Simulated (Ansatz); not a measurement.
# GaAs: elastic constants with PBEsol

**What was measured.**

From “Evidence of valence band perturbations in GaAsN/GaAs(001): A combined variable-angle spectroscopic ellipsometry and modulated photoreflectance investigation”, 2008, arxiv:0805.2212, for a bulk crystal of GaAs at 300 K: band gap 1.418 ± 0.005 eV (direct).

GaAs:

```
CELL_PARAMETERS angstrom
0.00000 2.82685 2.82685
2.82685 0.00000 2.82685
2.82685 2.82685 0.00000
ATOMIC_POSITIONS crystal
As 0.75000 0.75000 0.75000
Ga 0.00000 0.00000 0.00000
```

| Item | Value |
| --- | --- |
| Program | Ansatz 0.2.0 |
| Task | elastic constants |
| Functional | PBEsol |
| Potentials or basis | Ansatz PAW |
| Cutoff | 420 eV (not typed: the program's choice for these potentials) |
| k mesh | 6 × 6 × 6 |
| Occupations | fixed |
| Spin | no spin polarisation |
| Atoms under strain | relaxed |

| Item | Value |
| --- | --- |
| Pressure | 0.2 GPa |
| Band gap on the k mesh | 0.44 eV, direct |
| Elastic constants C11, C12, C44 | 112, 50, 55 GPa |
| Voigt bulk modulus | 71 GPa |

Levels at points of the mesh, in eV from the valence-band top:
| k point | band 10 | band 11 | band 12 | band 13 | band 14 | band 15 | band 16 | band 17 | band 18 |
| --- | --- | --- | --- | --- | --- | --- | --- | --- | --- |
| (0.00, 0.00, 0.00) | -14.72 | -12.75 | 0.00 | 0.00 | 0.00 | 0.44 | 3.69 | 3.69 | 3.69 |
| (0.00, 0.00, -0.50) | -14.71 | -10.98 | -6.68 | -1.15 | -1.15 | 0.92 | 4.59 | 4.59 | 7.58 |
| (0.00, -0.50, -0.50) | -14.71 | -10.24 | -6.84 | -2.69 | -2.69 | 1.35 | 1.58 | 10.12 | 10.12 |

Elastic tensor in Voigt notation (GPa, in the Cartesian axes of the cell as first typed):
```
112  50  50   0   0   0
 50 112  50   0   0   0
 50  50 112   0   0   0
  0   0   0  55   0   0
  0   0   0   0  55   0
  0   0   0   0   0  55
```

Run time: 15 s on 2 threads of Arm Neoverse V1, on a shared host, peak memory 0.37 GiB.

Measured gap of GaAs: 1.418 eV (direct; 300 K; “Evidence of valence band perturbations in GaAsN/GaAs(001): A combined variable-angle spectroscopic ellipsometry and modulated photoreflectance investigation”, 2008, arxiv:0805.2212). This calculation gives 0.44 eV (-0.98 eV). 3 values of this kind are on record (1.412 to 1.51 eV); this one was drawn at random among those near their median, those with a stated uncertainty first. Spin-orbit coupling on As, Ga is left out. The value is that of PBEsol on a finite k mesh, which can miss the band edges, without temperature or zero-point motion. Semilocal functionals fall short of measured gaps as a rule.

Caveat: the PAW data sets come from PBE, with cores solved anew for the run's functional, which leaves a small shift of forces and pressure.
